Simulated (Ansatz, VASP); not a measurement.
# NiC214 in two plane-wave programs

Aim: how closely do two programs agree when they are given the same cell, functional and k mesh? The cell is taken from a series of runs on this material, whose earlier steps may have relaxed, scaled, displaced or heated it; both programs get it as it stands.

Main program and level: Ansatz 0.2.0; plane waves, with VASP 6.6.1 beside it; single point at HSE06.

In doubt: the hybrid run may have settled on a false gap or state, so the values of those runs are not to be relied on; a hybrid run on one k-point, which bears on gaps, levels and energies.

## Step 1: The starting structure

The cell holds 215 atoms: 214 C and 1 Ni. Its edges and angles: a = 10.595 Å, b = 10.595 Å, c = 10.595 Å, α = 90.0°, β = 90.0°, γ = 90.0°. It derives from C (C (Fd-3m)). Nearest the centre at fractional (0.375, 0.375, 0.375): Ni215 at 0.00 Å, C78 at 1.97 Å, C31 at 1.97 Å, C105 at 1.97 Å, C106 at 1.97 Å, C16 at 2.05 Å, C107 at 2.05 Å, C36 at 2.62 Å. The cell carries charge −1.

## Step 2: Ansatz: single point, HSE06

Ansatz runs on its default PAW (the set named soft_2) files.

With cell and atoms fixed, the geometry can't cause a difference; cores, projectors, grids and the points listed under the comparison can.

input.yaml

```yaml
crystal:
  lattice:
    - [10.5951881, 0.0, 0.0]
    - [0.0, 10.5951881, 0.0]
    - [0.0, 0.0, 10.5951881]
  atoms:
    - { symbol: C, position: [0.0003240493, 0.00029244484, 0.00045890907] }
    - { symbol: C, position: [0.00089593022, 0.16724103996, 0.16743353274] }
    - { symbol: C, position: [0.16727609394, 0.00087054375, 0.16743681083] }
    - { symbol: C, position: [0.16724846383, 0.16721657717, 0.00100299442] }
    - { symbol: C, position: [0.08384019462, 0.08380823243, 0.08400115781] }
    - { symbol: C, position: [0.08454070421, 0.25069180736, 0.25123940111] }
    - { symbol: C, position: [0.25072683954, 0.08452694809, 0.25124289685] }
    - { symbol: C, position: [0.25089137429, 0.25085973708, 0.08454780298] }
    - { symbol: C, position: [-0.00020755925, -0.00023886635, 0.33377003727] }
    - { symbol: C, position: [-0.00051384738, 0.16638985533, 0.50064326533] }
    - { symbol: C, position: [0.16642257861, -0.00053614155, 0.50063957157] }
    - { symbol: C, position: [0.1673541659, 0.16733548683, 0.33537604833] }
    - { symbol: C, position: [0.08251285791, 0.08248625197, 0.41727515926] }
    - { symbol: C, position: [0.08158296041, 0.24971507518, 0.58530217437] }
    - { symbol: C, position: [0.24974282727, 0.0815759496, 0.58529191401] }
    - { symbol: C, position: [0.24287314265, 0.24288850912, 0.42616347169] }
    - { symbol: C, position: [-0.0001163241, -0.00014805045, 0.66705840906] }
    - { symbol: C, position: [1.71271e-05, 0.16666197442, 0.83399139317] }
    - { symbol: C, position: [0.16669365102, -1.361366e-05, 0.83399028019] }
    - { symbol: C, position: [0.16626484168, 0.16623982075, 0.66767434898] }
    - { symbol: C, position: [0.08316918444, 0.08313841959, 0.75077176991] }
    - { symbol: C, position: [0.08360614731, 0.25012058588, 0.91735124191] }
    - { symbol: C, position: [0.25015309731, 0.08357460802, 0.91735143353] }
    - { symbol: C, position: [0.24987914656, 0.24984866949, 0.75050723826] }
    - { symbol: C, position: [0.00039060008, 0.33356718466, 0.0004438601] }
    - { symbol: C, position: [0.00017883082, 0.50026887988, 0.16681935736] }
    - { symbol: C, position: [0.16899439305, 0.33445484161, 0.16882703638] }
    - { symbol: C, position: [0.1668987198, 0.50035061305, 0.000105471] }
    - { symbol: C, position: [0.08377037484, 0.41700239119, 0.08374584565] }
    - { symbol: C, position: [0.08264021447, 0.58420219898, 0.25006731986] }
    - { symbol: C, position: [0.24883988319, 0.42248005036, 0.24743331315] }
    - { symbol: C, position: [0.25027623641, 0.58458575402, 0.08236245797] }
    - { symbol: C, position: [0.00036997572, 0.33347015288, 0.33374418653] }
    - { symbol: C, position: [-4.761221e-05, 0.49983441136, 0.50009551375] }
    - { symbol: C, position: [0.16513043629, 0.33208230795, 0.50179643626] }
    - { symbol: C, position: [0.16652204651, 0.50059914513, 0.33318203148] }
    - { symbol: C, position: [0.08349220601, 0.41637378252, 0.41700926873] }
    - { symbol: C, position: [0.08293279934, 0.58329402955, 0.5835793163] }
    - { symbol: C, position: [0.24873036136, 0.41667417295, 0.58440001717] }
    - { symbol: C, position: [0.24943903867, 0.5834999885, 0.4170173526] }
    - { symbol: C, position: [-0.0010682574, 0.33314417078, 0.66779798998] }
    - { symbol: C, position: [-0.00027898583, 0.50003067431, 0.83361257108] }
    - { symbol: C, position: [0.16658996886, 0.33334694995, 0.83385780678] }
    - { symbol: C, position: [0.16545234287, 0.49976619316, 0.66784396463] }
    - { symbol: C, position: [0.08262334584, 0.41660420177, 0.7508592383] }
    - { symbol: C, position: [0.08329320753, 0.58343956147, 0.91674147994] }
    - { symbol: C, position: [0.25011861346, 0.41676220764, 0.91690757264] }
    - { symbol: C, position: [0.24969149649, 0.58314578405, 0.75009259696] }
    - { symbol: C, position: [0.00019127867, 0.66687705275, 5.501315e-05] }
    - { symbol: C, position: [0.00028953299, 0.83372243141, 0.16680477414] }
    - { symbol: C, position: [0.16675057934, 0.667109406, 0.16662122376] }
    - { symbol: C, position: [0.16682100849, 0.83370276475, 0.00027155798] }
    - { symbol: C, position: [0.08347449082, 0.7503990358, 0.08343423125] }
    - { symbol: C, position: [0.08362886415, 0.91705288119, 0.25032044163] }
    - { symbol: C, position: [0.25021492245, 0.75008471535, 0.25010520125] }
    - { symbol: C, position: [0.25021237823, 0.91719420668, 0.08378169348] }
    - { symbol: C, position: [-0.00037564932, 0.66714413639, 0.33337689023] }
    - { symbol: C, position: [-0.00038364904, 0.83330466606, 0.50021929036] }
    - { symbol: C, position: [0.16584389716, 0.66739331394, 0.50012799816] }
    - { symbol: C, position: [0.16674330078, 0.83347788963, 0.33350697016] }
    - { symbol: C, position: [0.08290406264, 0.75041746257, 0.41682007714] }
    - { symbol: C, position: [0.08306868194, 0.91632137734, 0.5837189346] }
    - { symbol: C, position: [0.2497762321, 0.7498601406, 0.58337384178] }
[... 36 lines left out ...]
    - { symbol: C, position: [0.50134628362, 0.33333986725, 0.16579579819] }
    - { symbol: C, position: [0.50019693832, 0.50016609758, -0.00031063918] }
    - { symbol: C, position: [0.41706743281, 0.41703057619, 0.08317943648] }
    - { symbol: C, position: [0.41796545699, 0.58487284831, 0.2484300983] }
    - { symbol: C, position: [0.58494326242, 0.41793072154, 0.24840107851] }
    - { symbol: C, position: [0.58381091439, 0.58377474363, 0.08252272487] }
    - { symbol: C, position: [0.32756532296, 0.50112784615, 0.50272948707] }
    - { symbol: C, position: [0.50124155333, 0.32753604446, 0.50276459824] }
    - { symbol: C, position: [0.50720195148, 0.50712654096, 0.32402907991] }
    - { symbol: C, position: [0.41557938261, 0.58103014604, 0.58136031012] }
    - { symbol: C, position: [0.58108342201, 0.41556049992, 0.5813707467] }
    - { symbol: C, position: [0.58271950703, 0.58267705212, 0.41482058959] }
    - { symbol: C, position: [0.3330088618, 0.33298446423, 0.66701712837] }
    - { symbol: C, position: [0.33328237045, 0.49992777005, 0.8332899991] }
    - { symbol: C, position: [0.49995769859, 0.33325272648, 0.8332890925] }
    - { symbol: C, position: [0.49918501503, 0.49915528609, 0.66564904179] }
    - { symbol: C, position: [0.41637583487, 0.4163473976, 0.74978645573] }
    - { symbol: C, position: [0.41669856844, 0.58345497851, 0.91634013062] }
    - { symbol: C, position: [0.58348637862, 0.41666800578, 0.91633883623] }
    - { symbol: C, position: [0.58282786422, 0.58279844306, 0.74919381861] }
    - { symbol: C, position: [0.3334415772, 0.66741580809, -0.00065617484] }
    - { symbol: C, position: [0.33352888082, 0.83372145808, 0.16666953693] }
    - { symbol: C, position: [0.50033296522, 0.66843856558, 0.16490503934] }
    - { symbol: C, position: [0.50017849537, 0.83384335394, -0.00050710422] }
    - { symbol: C, position: [0.41690138447, 0.75110277955, 0.08240913042] }
    - { symbol: C, position: [0.41677895802, 0.91691133637, 0.25015014081] }
    - { symbol: C, position: [0.58365305903, 0.75055061951, 0.24955711584] }
    - { symbol: C, position: [0.58356404916, 0.91688520922, 0.08316341757] }
    - { symbol: C, position: [0.33367324548, 0.66653218292, 0.33319590753] }
    - { symbol: C, position: [0.333297047, 0.83310362647, 0.50004650727] }
    - { symbol: C, position: [0.49934892871, 0.6654878993, 0.49895362184] }
    - { symbol: C, position: [0.50005929732, 0.83338300685, 0.33326404449] }
    - { symbol: C, position: [0.41657348258, 0.74966543722, 0.41645303422] }
    - { symbol: C, position: [0.41654715072, 0.91629341051, 0.58352711571] }
    - { symbol: C, position: [0.5827999875, 0.74914420017, 0.58275970851] }
    - { symbol: C, position: [0.58333269245, 0.9165368808, 0.4166896199] }
    - { symbol: C, position: [0.33304229405, 0.66626196448, 0.66644156612] }
    - { symbol: C, position: [0.33329263701, 0.8332003134, 0.83347725733] }
    - { symbol: C, position: [0.49992311065, 0.66644033278, 0.83284528153] }
    - { symbol: C, position: [0.49986372105, 0.83282064257, 0.6664149155] }
    - { symbol: C, position: [0.4164759604, 0.74965095063, 0.74974788829] }
    - { symbol: C, position: [0.41678347628, 0.91681472845, 0.91671945223] }
    - { symbol: C, position: [0.58338247231, 0.75002846969, 0.91620658831] }
    - { symbol: C, position: [0.58325515819, 0.91631203738, 0.74992508023] }
    - { symbol: C, position: [0.66690681521, 0.00015934313, 5.490345e-05] }
    - { symbol: C, position: [0.66714335249, 0.16672102831, 0.16661714015] }
    - { symbol: C, position: [0.83375102955, 0.00025681495, 0.16680402908] }
    - { symbol: C, position: [0.8337324036, 0.16678843107, 0.00026969097] }
    - { symbol: C, position: [0.75042919679, 0.08344254709, 0.08343310157] }
    - { symbol: C, position: [0.75012372827, 0.25018034306, 0.25010111435] }
    - { symbol: C, position: [0.91708259055, 0.08359397647, 0.25031918072] }
    - { symbol: C, position: [0.91722380359, 0.25017850766, 0.08377816578] }
    - { symbol: C, position: [0.66717184771, -0.00040250125, 0.33337661627] }
    - { symbol: C, position: [0.66743673285, 0.16581217097, 0.50012952664] }
    - { symbol: C, position: [0.8333358104, -0.00041795235, 0.5002193768] }
    - { symbol: C, position: [0.83351060603, 0.16670856605, 0.33350493136] }
    - { symbol: C, position: [0.75045200142, 0.08287040575, 0.41681981285] }
    - { symbol: C, position: [0.74989782531, 0.24974578019, 0.58337761302] }
    - { symbol: C, position: [0.91635012654, 0.08303436016, 0.58372001865] }
    - { symbol: C, position: [0.91665886901, 0.24998319898, 0.41693317881] }
    - { symbol: C, position: [0.66660170219, -0.00038433178, 0.66676248477] }
    - { symbol: C, position: [0.66678314818, 0.16657523985, 0.83345522037] }
    - { symbol: C, position: [0.83338869268, -2.505328e-05, 0.83353853826] }
    - { symbol: C, position: [0.83316133205, 0.1664793094, 0.66703659293] }
    - { symbol: C, position: [0.74988492602, 0.08313769506, 0.75014173951] }
    - { symbol: C, position: [0.75035547014, 0.2499842579, 0.91658404223] }
    - { symbol: C, position: [0.9168379952, 0.08338140541, 0.91707129594] }
    - { symbol: C, position: [0.91619883495, 0.24986723993, 0.75070916714] }
    - { symbol: C, position: [0.66745316966, 0.33341047789, -0.00066285133] }
    - { symbol: C, position: [0.66849236092, 0.50029945408, 0.16489507888] }
    - { symbol: C, position: [0.83375560844, 0.33349583709, 0.16666459151] }
    - { symbol: C, position: [0.8338774014, 0.50014761742, -0.00051215143] }
    - { symbol: C, position: [0.75114416444, 0.41687031885, 0.08239902586] }
    - { symbol: C, position: [0.75058947841, 0.58362441932, 0.24955353333] }
    - { symbol: C, position: [0.91693930251, 0.41674772325, 0.25014792559] }
    - { symbol: C, position: [0.91691498673, 0.58353536692, 0.08316032912] }
    - { symbol: C, position: [0.66658383374, 0.3336407401, 0.33318757048] }
    - { symbol: C, position: [0.66553564252, 0.49932282076, 0.49895721042] }
    - { symbol: C, position: [0.83313702321, 0.33326699333, 0.50004879829] }
    - { symbol: C, position: [0.83341728991, 0.50003142903, 0.33326347621] }
    - { symbol: C, position: [0.74970617285, 0.41654448818, 0.41645241762] }
    - { symbol: C, position: [0.7491802561, 0.58277385618, 0.58276302496] }
    - { symbol: C, position: [0.91632057826, 0.41651892126, 0.58353215746] }
    - { symbol: C, position: [0.91656549634, 0.58330615411, 0.4166916924] }
    - { symbol: C, position: [0.66630682408, 0.33301252535, 0.66645158572] }
    - { symbol: C, position: [0.66647017791, 0.49989429836, 0.83284556559] }
    - { symbol: C, position: [0.83323138359, 0.33326184049, 0.83347982327] }
    - { symbol: C, position: [0.83285247044, 0.49983632043, 0.66641854896] }
    - { symbol: C, position: [0.74968614043, 0.41644772334, 0.74975328239] }
    - { symbol: C, position: [0.75005908344, 0.58335282159, 0.91620555775] }
    - { symbol: C, position: [0.91684517732, 0.4167529414, 0.91671724379] }
    - { symbol: C, position: [0.91634382709, 0.58322642417, 0.74992701769] }
    - { symbol: C, position: [0.666906865, 0.66687628759, -0.00057482033] }
    - { symbol: C, position: [0.6670072857, 0.83369334308, 0.16647777579] }
    - { symbol: C, position: [0.83372587895, 0.66698019838, 0.16647673429] }
    - { symbol: C, position: [0.83352338841, 0.83349318669, 2.298742e-05] }
    - { symbol: C, position: [0.75019233873, 0.75016270856, 0.0831384284] }
    - { symbol: C, position: [0.75045952169, 0.91671003974, 0.24997735306] }
    - { symbol: C, position: [0.91674020731, 0.75043242819, 0.24997729917] }
    - { symbol: C, position: [0.91694785163, 0.91691691793, 0.08351075247] }
    - { symbol: C, position: [0.66756237047, 0.66752772235, 0.33292113108] }
    - { symbol: C, position: [0.6664470927, 0.83296178897, 0.49987616059] }
    - { symbol: C, position: [0.83299346399, 0.66642072804, 0.49987743217] }
    - { symbol: C, position: [0.83353125132, 0.83350228245, 0.33337174826] }
    - { symbol: C, position: [0.75028302876, 0.75025303562, 0.41642670589] }
    - { symbol: C, position: [0.74978652377, 0.91629217786, 0.58339186402] }
    - { symbol: C, position: [0.91632499208, 0.74975793734, 0.58339260612] }
    - { symbol: C, position: [0.91654441072, 0.91651203473, 0.41682483753] }
    - { symbol: C, position: [0.66623596455, 0.66620660987, 0.66619547688] }
    - { symbol: C, position: [0.66666280168, 0.83320769405, 0.83312545604] }
    - { symbol: C, position: [0.83323817579, 0.66663337792, 0.83312551218] }
    - { symbol: C, position: [0.83312822085, 0.83309778907, 0.66668597977] }
    - { symbol: C, position: [0.7497520965, 0.74972234739, 0.7497378147] }
    - { symbol: C, position: [0.75006975007, 0.91665642122, 0.91665842452] }
    - { symbol: C, position: [0.91668747304, 0.75003980057, 0.91665824202] }
    - { symbol: C, position: [0.91655272783, 0.91652155785, 0.75017376448] }
    - { symbol: Ni, position: [0.37501941127, 0.3749829223, 0.37511035805] }
  host:
    repeats: [3, 3, 3]
    atoms:
      - { symbol: C, position: [0.0, 0.0, 0.0] }
      - { symbol: C, position: [0.0, 0.5, 0.5] }
      # ... 6 more atoms of the perfect host
total_charge: -1
basis:
  ecutwfc: 420
  xc_grid: 2
hamiltonian:
  xc: hse06
kpoints:
  mp_grid: { grid: [1, 1, 1] }
magnetization:
  spin_polarized: true
  initial_magnetization: 1
  spin_locking: { lock_magnetization: hard }
scf:
  occupations: { method: fermi_dirac, width: 0.01 }
  max_iter: 60
  n_extra_bands: 16
  lower_state_search: "off"
output:
  forces: true
  eigenvalues: true
checkpoint:
  read: "../exc.ground.qm1_M1.run"
  write: "../exc0_qm1_M1.hse06.e0.run"
  compress: false
  write_wavefunctions: true
  write_every: 100000
```

Run with:

```sh
$ ansatz run input.yaml --threads 12 --pin off --max-ram 56524MiB --backend cuda --events-out ev --progress --plain --runs-dir out
```

What it wrote:

```text
Warning: the band count 454 (scf.n_extra_bands) hosts the net moment |M| = 1.0000 μB (N_el = 875) but caps the reachable moment at 2·n_bands − N_el = 33.0000 μB, below the 653 bands that the automatic [...]
Warning: checkpoint.read: the run can stay near the saved state's solution: 215 site(s) moved relative to the saved geometry (max |Δs| = 5.525e-3 fractional); the SCF starts from the saved state under [...]
Warning: checkpoint.read: hamiltonian.xc differs: saved lda, current hse06; the SCF iterates under this deck's functional from the saved state
[...]
exact exchange: scf.exx.singularity resolves to wigner_seitz, which cuts the screened interaction at the faces of the exchange supercell's Wigner-Seitz cell, so that each pair interacts once, at the s [...]
Engine: ansatz 0.2.0, aarch64-unknown-linux-gnu
[...]
Pseudopotential: C, paw, valence charge 4, recommended cutoff 420 eV (normal), C.paw.azcp
Pseudopotential: Ni, paw, valence charge 18, recommended cutoff 420 eV (normal), Ni.paw.azcp
Functional definition: HSE06
[...]
Crystal: 215 atoms, lattice volume = 1189.395 Å³
Basis set: ecut = 420 eV, 23127 PW (Γ), exchange–correlation on 144×144×144 points (8 copies of the dense FFT grid, shifted against one another)
Bands: 454, of which v1, the nominal top of the filled ones, is band 438 counted from 1 (437 counted from 0)
[...]
Space group: P1 (ITA 1), of the structure as read, at distance tolerance 1.1e-4 Å
[...]
k-points: 1
[...]
SCF 1 converged in 19 iterations: F = -59488.302305 eV  dr2 = 4.15e-10
[...]
hybrid outer 1: dexx = +2.935e-1 eV, tail = 4.70e-1 eV
[...]
SCF 5 converged in 11 iterations: F = -59504.158898 eV  dr2 = 1.35e-10
[...]
hybrid outer 4: dexx = +1.602e-7 eV, tail = 1.76e-9 eV, Δε = 3.22e-4 eV (about 6.15e-5 eV left of the loop's levels), ΔF = 4.94e-4 eV/Å (tail 1.34e-4)
[...]
```

(Part 1 of 2 ends here.)

[Lines on the potential files, build, host, timing and source positions are cut from VASP's logs without a mark.]

[Logs are printed without paths, hosts, clocks, repeated set-up lines and the standing remarks that a program may print on its own settings, such as how far it seeks lower states.]

[Hosts, paths, dates, database ids (printed as entryN), source tags and the programs' standing remarks are cut or masked in the printed files.]
